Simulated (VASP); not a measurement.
# F (P1) in VASP: further runs

The runs below take F through single point, with PBE.

All numbers are computed with VASP 6.6.1; they aren't measurements. Logs are shortened: lines on timing, memory, paths and dates and some standing lists are left out, and cuts for length are marked.

## 1. The cell of the first run

The typed cell holds 4 atoms: a = 3.287 Å, b = 3.399 Å, c = 7.455 Å, α = 99.90°, β = 99.50°, γ = 60.86°.

## 2. Single point, PBE (all atoms moved at random, cell strained at random)

Contents of INCAR:

```
PREC = Accurate
ENCUT = 520
EDIFF = 1E-6
ISMEAR = 0
SIGMA = 0.02
LREAL = False
LASPH = True
NELM = 100
ALGO = Fast
ISIF = 2
LWAVE = False
LCHARG = True
GGA = PE
LELF = True
LVHAR = True
NBANDS = 22
```

Contents of KPOINTS:

```
regular mesh
0
Gamma
  10 10 4
```

Contents of POSCAR:

```
F
1.0
    2.8492275000     -1.6385460000      0.0335222000
    2.9148275000      1.7485460000      0.0262078000
   -1.5324304229     -0.0465978446      7.2957218718
F
4
Direct
    0.0386740805      0.0547228610      0.0984356774
    0.9481731984      0.9541366130      0.9010783689
    0.5216137634      0.4969552268      0.6006671330
    0.4915407760      0.4941871174      0.3998188207
```

Potentials or basis: VASP PAW PBE potentials, release 64 (F).

Launch:

```
$ cat potpaw_PBE.64/F/POTCAR > POTCAR
$ mpirun -np 1 vasp_std > vasp.out
```

OUTCAR:

```text
PREC = Accurate
   ENCUT = 520
   EDIFF = 1E-6
   ISMEAR = 0
   LREAL = False
   LASPH = True
   NELM = 100
   ISIF = 2
   GGA = PE

 ion  position               nearest neighbor table
   1  0.039  0.055  0.098-   2 1.47
   2  0.948  0.954  0.901-   1 1.47
   3  0.522  0.497  0.601-   4 1.48
   4  0.492  0.494  0.400-   3 1.48

  LATTYP: Found a triclinic cell.
 ALAT       =     5.7451968629
 B/A-ratio  =     2.2872154749
 C/A-ratio  =     3.0851278392
 COS(alpha) =     0.0002186746
 COS(beta)  =     0.5628353074
 COS(gamma) =     0.8249706387

  Lattice vectors:

 A1 = (   2.7836275000,  -5.0256380000,   0.0408366000)
 A2 = (   4.0348245771, -10.0978738446,   7.3773950718)
 A3 = (   5.7828883458,  -8.3195343108, -14.5432927436)

Analysis of symmetry for initial positions (statically):
=====================================================================
 Subroutine PRICEL returns:
 Original cell was already a primitive cell.

 Routine SETGRP: Setting up the symmetry group for a
 triclinic supercell.

 Subroutine GETGRP returns: Found  1 space group operations
 (whereof  1 operations were pure point group operations)
 out of a pool of  2 trial point group operations.

The static configuration has the point symmetry C_1 .

Analysis of symmetry for dynamics (positions and initial velocities):
=====================================================================
 Subroutine PRICEL returns:
 Original cell was already a primitive cell.

 Routine SETGRP: Setting up the symmetry group for a
 triclinic supercell.

 Subroutine GETGRP returns: Found  1 space group operations
 (whereof  1 operations were pure point group operations)
 out of a pool of  2 trial point group operations.

The dynamic configuration has the point symmetry C_1 .

 Subroutine INISYM returns: Found  1 space group operations
 (whereof  1 operations are pure point group operations),
 and found     1 'primitive' translations

----------------------------------------------------------------------------------------

                                     Primitive cell

  volume of cell :      71.3468

  direct lattice vectors                    reciprocal lattice vectors
     2.849227500 -1.638546000  0.033522200     0.178818418 -0.298624812  0.035652608
     2.914827500  1.748546000  0.026207800     0.167531123  0.292073847  0.037054565
    -1.532430423 -0.046597845  7.295721872    -0.001423438  0.000322922  0.136769705

  length of vectors
     3.286952096  3.399164503  7.455070220     0.349891288  0.338743044  0.136777493

  position of ions in fractional coordinates (direct lattice)
     0.038674081  0.054722861  0.098435677
     0.948173198  0.954136613  0.901078369
     0.521613763  0.496955227  0.600667133
     0.491540776  0.494187117  0.399818821

  ion indices of the primitive-cell ions
   primitive index   ion index
                 1           1
                 2           2
                 3           3
                 4           4

----------------------------------------------------------------------------------------

 KPOINTS: regular mesh

Automatic generation of k-mesh.
 Grid dimensions read from file:
 generate k-points for:   10   10    4

 Generating k-lattice:

  Cartesian coordinates                     Fractional coordinates (reciprocal lattice)
     0.017881842 -0.029862481  0.003565261     0.100000000 -0.000000000 -0.000000000
     0.016753112  0.029207385  0.003705457    -0.000000000  0.100000000  0.000000000
    -0.000355860  0.000080730  0.034192426     0.000000000  0.000000000  0.250000000

  Length of vectors
     0.034989129  0.033874304  0.034194373

  Shift w.r.t. Gamma in fractional coordinates (k-lattice)
     0.000000000  0.000000000  0.000000000

 Subroutine IBZKPT returns following result:
 ===========================================

 Found    204 irreducible k-points:

 Following reciprocal coordinates:
            Coordinates               Weight
  0.000000  0.000000  0.000000      1.000000
  0.100000 -0.000000  0.000000      2.000000
  0.200000 -0.000000  0.000000      2.000000
  0.300000 -0.000000 -0.000000      2.000000
  0.400000 -0.000000  0.000000      2.000000
  0.500000  0.000000 -0.000000      1.000000
[... 16 lines left out ...]
 -0.400000  0.200000 -0.000000      2.000000
 -0.300000  0.200000  0.000000      2.000000
 [... further k-points ...]
   k-points           NKPTS =    204   k-points in BZ     NKDIM =    204   number of bands    NBANDS=     22
   number of dos      NEDOS =    301   number of ions     NIONS =      4
   total plane-waves  NPLWV =  37632
   dimension x,y,z NGX =    24 NGY =   28 NGZ =   56
   dimension x,y,z NGXF=    48 NGYF=   56 NGZF=  112
   ions per type =               4
   NGX,Y,Z   is equivalent  to a cutoff of  12.14, 13.69, 12.49 a.u.
   NGXF,Y,Z  is equivalent  to a cutoff of  24.28, 27.39, 24.98 a.u.
 SYSTEM =  unknown system
   PREC   = accura    normal or accurate (medium, high low for compatibility)
   ISTART =      0    job   : 0-new  1-cont  2-samecut
   ICHARG =      2    charge: 1-file 2-atom 10-const
   ISPIN  =      1    spin polarized calculation?
   LNONCOLLINEAR =      F non collinear calculations
   LSORBIT =      F    spin-orbit coupling
   LASPH  =      T    aspherical Exc in radial PAW
   ENCUT  =  520.0 eV  38.22 Ry    6.18 a.u.   6.11  6.32 13.86*2*pi/ulx,y,z
   NELM   =    100;   NELMIN=  2; NELMDL= -5     # of ELM steps
   EDIFF  = 0.1E-05   stopping-criterion for ELM
   LREAL  =      F    real-space projection
   EDIFFG = 0.1E-04   stopping-criterion for IOM
   NSW    =      0    number of steps for IOM
   IBRION =     -1    ionic relax: 0-MD 1-quasi-New 2-CG
   NFREE  =      0    steps in history (QN), initial steepest desc. (CG)
   ISIF   =      2    stress and relaxation
   ISYM   =      2    0-nonsym 1-usesym 2-fastsym
   POTIM  = 0.5000    time-step for ionic-motion
   TEBEG  =    0.0;   TEEND  =   0.0 temperature during run
   PSTRESS=    0.0 pullay stress
   NELECT =      28.0000    total number of electrons
   NUPDOWN=      -1.0000    fix difference up-down
   EMIN   =  10.00;   EMAX   =-10.00  energy-range for DOS
   EFERMI =   0.00;   METHOD = LEGACY
   ISMEAR =     0;   SIGMA  =   0.02  broadening in eV -4-tet -1-fermi 0-gaus
   EFERMI_NEDOS =   21; number of points for ismear=-14 and -15
   IALGO  =     68    algorithm
   IMIX   =      4    mixing-type and parameters
     AMIX     =   0.40;   BMIX     =  1.00
     AMIX_MAG =   1.60;   BMIX_MAG =  1.00
  volume/ion in A,a.u.               =      17.84       120.37
  Fermi-wavevector in a.u.,A,eV,Ry     =   1.198586  2.265000 19.546252  1.436609
  Thomas-Fermi vector in A             =   2.334471
   LORBIT       =      0    0 simple, 1 ext, 2 COOP (PROOUT), +10 PAW based schemes
   GGA     = PE    functional components
   LHFCALC =     F    Hartree Fock is set to
   AEXX    =    0.0000 exact exchange contribution
   IVDW    =     0    specifies the selected vdW correction
   LEPSILON=     F    determine dielectric tensor
   LRPA    =     F    only Hartree local field effects (RPA)
 non-spin polarized calculation
 RMM-DIIS sequential band-by-band and
 Gauss-broadening in eV      SIGMA  =   0.02
  energy-cutoff  :      520.00
  volume of cell :       71.35
 maximum number of plane-waves:      1937
   NGX = 13   NGY = 13   NGZ = 27

 number of electron      28.0000006 magnetization

 Free energy of the ion-electron system (eV)
  ---------------------------------------------------
  ext. energy  EPLUGINS =         0.00000000
  ---------------------------------------------------
  free energy    TOTEN  =        -7.23774662 eV

  energy without entropy =       -7.23774662  energy(sigma->0) =       -7.23774662

 E-fermi :  -5.6942     XC(G=0):  -7.2020

 val. band max:       -5.7929291585   @ k =   0.0000   0.0000   0.0000
 cond. band min:      -3.7222627319   @ k =   0.0000   0.0000   0.0000
 fundamental gap:      2.0706664266
 Fermi energy:        -5.6942305866

 k-point     1 :       0.0000    0.0000    0.0000
  band No.  band energies     occupation
      1     -29.8740      2.00000
      2     -29.6347      2.00000
      3     -24.6476      2.00000
      4     -24.3946      2.00000
      5     -11.9284      2.00000
      6     -11.2301      2.00000
[... 14 lines left out ...]
     21      12.7007      0.00000
     22      15.2681      0.00000

 k-point     2 :       0.1000   -0.0000    0.0000
  band No.  band energies     occupation
      1     -29.8668      2.00000
      2     -29.6293      2.00000
      3     -24.6362      2.00000
      4     -24.3953      2.00000
      5     -11.9089      2.00000
      6     -11.2429      2.00000
[... 14 lines left out ...]
     21      13.0157      0.00000
     22      14.2788      0.00000

 k-point     3 :       0.2000   -0.0000    0.0000
  band No.  band energies     occupation
      1     -29.8482      2.00000
      2     -29.6151      2.00000
      3     -24.6051      2.00000
      4     -24.3992      2.00000
      5     -11.8532      2.00000
      6     -11.2812      2.00000
[... 14 lines left out ...]
     21      12.6352      0.00000
     22      13.2927      0.00000
[... 476 lines left out ...]
 k-point    23 :      -0.4000    0.2000   -0.0000
  band No.  band energies     occupation
      1     -29.7952      2.00000
      2     -29.5738      2.00000
      3     -24.4869      2.00000
      4     -24.4416      2.00000
      5     -11.5988      2.00000
      6     -11.4823      2.00000
[... 14 lines left out ...]
     21      10.3122      0.00000
     22      10.5883      0.00000

 k-point    24 :      -0.3000    0.2000    0.0000
  band No.  band energies     occupation
      1     -29.8028      2.00000
      2     -29.5805      2.00000
      3     -24.5043      2.00000
      4     -24.4346      2.00000
      5     -11.6452      2.00000
      6     -11.4479      2.00000
[... 14 lines left out ...]
     21      10.7492      0.00000
     22      11.4760      0.00000

 [... further k-points ...]

------------------------ aborting loop because EDIFF is reached ----------------------------------------

  FORCE on cell =-STRESS in cart. coord.  units (eV):
  Direction    XX          YY          ZZ          XY          YZ          ZX
  --------------------------------------------------------------------------------------
  -------------------------------------------------------------------------------------
  Total       -0.1753817     -0.0917499     -4.1831961     -0.0396447      0.0710427      0.0301212
  in kB       -3.9384044     -2.0603529    -93.9386155     -0.8902684      1.5953479      0.6764065
  external PRESSURE =     -33.3124576 kB  Pullay stress =       0.0000000 kB

 VOLUME and BASIS-vectors are now :
 -----------------------------------------------------------------------------
  energy-cutoff  :      520.00
  volume of cell :       71.35
      direct lattice vectors                 reciprocal lattice vectors
     2.849227500 -1.638546000  0.033522200     0.178818418 -0.298624812  0.035652608
     2.914827500  1.748546000  0.026207800     0.167531123  0.292073847  0.037054565
    -1.532430423 -0.046597845  7.295721872    -0.001423438  0.000322922  0.136769705

 POSITION                                       TOTAL-FORCE (eV/Angst)
 -----------------------------------------------------------------------------------
      0.11885      0.02773      0.72089        -0.201383     -0.013895     -1.175056
      4.10186      0.07274      6.63081         0.201799      0.013277      1.175359
      2.01425     -0.01373      4.41281         0.232049      0.057486     -1.556175
      2.22829      0.04007      2.94640        -0.232464     -0.056868      1.555872
 -----------------------------------------------------------------------------------
    total drift:                                0.000570     -0.000508     -0.000106

  FREE ENERGIE OF THE ION-ELECTRON SYSTEM (eV)
  ---------------------------------------------------
  free  energy   TOTEN  =        -7.2377466191 eV

  energy  without entropy=       -7.2377466191  energy(sigma->0) =       -7.23774662
```

Wall time 2.9 min (1 thread of Intel Xeon Platinum 8259CL at 2.50GHz (Skylake/Cascade Lake), shared host); peak memory 0.33 GiB.

Results:

- Free energy: -7.2377 eV
- Pressure: -3.3 GPa
- Largest force: 1.574 eV/Å
- Band gap on the k mesh: 2.07 eV, direct

Forces on the atoms (eV/Å):
```
F   -0.201 -0.014 -1.175
F    0.202  0.013  1.175
F    0.232  0.057 -1.556
F   -0.232 -0.057  1.556
```

Caveat: forces of over 1 eV/Å show positions far from the minimum, so gaps and moduli don't describe the material at rest.

## 3. Single point, PBE (strained and moved within a subgroup)

Contents of INCAR:

```
PREC = Accurate
ENCUT = 520
EDIFF = 1E-6
ISMEAR = 0
SIGMA = 0.02
LREAL = F
LASPH = T
NELM = 100
ALGO = Fast
ISIF = 2
LWAVE = F
LCHARG = F
GGA = PE
NBANDS = 22
```

Contents of KPOINTS:

```
Automatic mesh
0
Gamma
  10 10 4
```

Contents of POSCAR:

```
F
1.0
    2.9944475000     -1.7104708000     -0.1437150000
    2.9944475000      1.7104708000     -0.1437150000
   -2.0446381741      0.0000000000      7.0289130012
F
4
Direct
    0.0573338917      0.0573338917      0.1107031801
    0.9167011441      0.9167011441      0.8774173780
    0.5099923881      0.5099923881      0.5908385229
    0.5159725761      0.5159725761      0.4210409190
```

Potentials or basis: VASP PAW PBE potentials, release 64 (F).

Launch:

```
$ cat potpaw_PBE.64/F/POTCAR > POTCAR
$ mpirun -np 1 vasp_std > vasp.out
```

It took 2.5 min on 1 thread of Intel Xeon Platinum 8259CL at 2.50GHz (Skylake/Cascade Lake), shared host; peak memory 0.27 GiB.

The run converged. Its results:

```yaml
Free_energy: -6.1145 eV
Pressure: 4.9 GPa
Largest_force: 10.022 eV/Å
Band_gap_on_the_k_mesh: 0.94 eV, indirect (least direct gap 0.97 eV)
```

Forces on the atoms (eV/Å):
```
F   -0.710  0.000 -3.331
F    0.679  0.000  3.353
F   -2.972  0.000  9.539
F    3.003  0.000 -9.562
```

Stress tensor (GPa, compression positive):
```
  1.51   0.00 -11.05
  0.00  -0.20   0.00
-11.05   0.00  13.27
```

Levels at points of the mesh, in eV from the valence-band top:
```
           k point  band 12  band 13  band 14  band 15  band 16  band 17
(0.00, 0.00, 0.00)    -0.42    -0.13    -0.04     0.94     5.92     8.61
(0.50, 0.00, 0.00)    -0.48    -0.37    -0.18     1.11     6.03    12.55
(0.50, 0.50, 0.00)    -0.53    -0.18     0.00     1.02     6.01    12.78
(0.00, 0.00, 0.50)    -0.39    -0.19    -0.06     0.98     5.81     9.16
(0.50, 0.00, 0.50)    -0.57    -0.24    -0.08     1.03     6.03    12.70
(0.50, 0.50, 0.50)    -0.45    -0.34    -0.06     1.10     6.00    12.60
```

Caveat: the standard files for N, O and F lose accuracy on very short bonds; forces of over 1 eV/Å show positions far from the minimum, so gaps and moduli don't describe the material at rest. A k mesh can miss the band edges.

## 4. Single point, PBE (F replaced by Br, lengths x 1.663, strained and moved within the space group)

Contents of INCAR:

```
SYSTEM = Br
PREC     = Accurate       ! precision mode
ENCUT    = 520            ! plane-wave cutoff, eV
EDIFF    = 1E-6           ! SCF threshold, eV
ISMEAR   = 0              ! smearing method
SIGMA    = 0.1            ! smearing width, eV
LREAL    = .FALSE.        ! projectors in reciprocal space
LASPH    = .TRUE.         ! aspherical terms in the spheres
NELM     = 100            ! most SCF steps
ALGO     = Fast           ! electronic algorithm
ISIF     = 2              ! what is computed and relaxed
LWAVE    = .FALSE.        ! write WAVECAR
LCHARG   = .FALSE.        ! write CHGCAR
GGA      = PE             ! functional
NBANDS   = 22             ! bands
```

Contents of KPOINTS:

```
regular mesh
0
G
  4 4 2
  0 0 0
```

Contents of POSCAR:

```
Br
1.0
    4.7828845263     -2.8523384084      0.0000000000
    4.7828845263      2.8523384084      0.0000000000
   -2.6714758041      0.0000000000     12.3833576309
Br
4
Direct
    0.0504000000      0.0504000000      0.0996000000
    0.9496000000      0.9496000000      0.9004000000
    0.5050000000      0.5050000000      0.6000000000
    0.4950000000      0.4950000000      0.4000000000
```

Potentials or basis: VASP PAW PBE potentials, release 64 (Br).

Launch:

```
$ cat potpaw_PBE.64/Br/POTCAR > POTCAR
$ mpirun -np 1 vasp_std > vasp.out
```

It took 1.8 min on 1 thread of Intel Xeon Platinum 8259CL at 2.50GHz (Skylake/Cascade Lake), shared host; peak memory 0.41 GiB.

Results (log left out):

```
Free energy            : -5.6676 eV
Pressure               : -1.6 GPa
Largest force          : 1.874 eV/Å
Band gap on the k mesh : 1.15 eV, direct
```

Forces on the atoms (eV/Å):
```
Br  -0.314  0.000 -1.793
Br   0.314  0.000  1.793
Br   0.332  0.000 -1.845
Br  -0.332  0.000  1.845
```

Stress tensor (GPa, compression positive):
```
-0.20  0.00  0.02
 0.00 -0.06  0.00
 0.02  0.00 -4.49
```

Levels at points of the mesh, in eV from the valence-band top:
```csv
k point,band 10,band 11,band 12,band 13,band 14,band 15,band 16,band 17,band 18,band 19
"(0.00, 0.00, 0.00)",-1.37,-0.09,-0.06,-0.02,0.00,1.15,1.56,5.37,6.17,6.75
"(0.50, 0.00, 0.00)",-1.41,-0.16,-0.16,-0.07,-0.06,1.37,1.40,7.11,7.13,7.96
"(0.50, 0.50, 0.00)",-1.41,-0.19,-0.13,-0.10,-0.01,1.28,1.47,7.11,7.30,7.57
"(0.00, 0.00, 0.50)",-1.38,-0.05,-0.04,-0.04,-0.04,1.33,1.37,5.71,5.71,7.37
"(0.50, 0.00, 0.50)",-1.39,-0.19,-0.12,-0.11,-0.01,1.33,1.43,7.12,7.24,7.58
"(0.50, 0.50, 0.50)",-1.43,-0.16,-0.15,-0.07,-0.07,1.37,1.40,7.18,7.21,7.84
```

Caveat: this functional lacks dispersion, which binds the layers, so the pressure and a relaxed spacing across them are unreliable; forces of over 1 eV/Å show positions far from the minimum, so gaps and moduli don't describe the material at rest. A k mesh can miss the band edges.

## 5. Summary

| potentials or basis | cell | k mesh | smearing | gap on the mesh (eV) | pressure (GPa) | largest force (eV/Å) |
| --- | --- | --- | --- | --- | --- | --- |
| VASP PAW PBE potentials, release 64 (F) | all atoms moved at random, cell strained at random | 10 × 10 × 4 | gaussian 0.02 eV | 2.07 | -3.3 | 1.57 |
| VASP PAW PBE potentials, release 64 (F) | strained and moved within a subgroup | 10 × 10 × 4 | gaussian 0.02 eV | 0.94 | 4.9 | 10.02 |
| VASP PAW PBE potentials, release 64 (Br) | F replaced by Br, lengths x 1.663, strained and moved within the space group | 4 × 4 × 2 | gaussian 0.1 eV | 1.15 | -1.6 | 1.87 |

Alike in all rows: task single point; level PBE; no spin polarisation; cutoff (eV) 520.

Caveats: forces of over 1 eV/Å show positions far from the minimum, so gaps and moduli don't describe the material at rest; the standard files for N, O and F lose accuracy on very short bonds (some runs); this functional lacks dispersion, which binds the layers, so the pressure and a relaxed spacing across them are unreliable (some runs).

Total energies depend on the potentials used, so only differences within one code and one set of settings carry meaning.
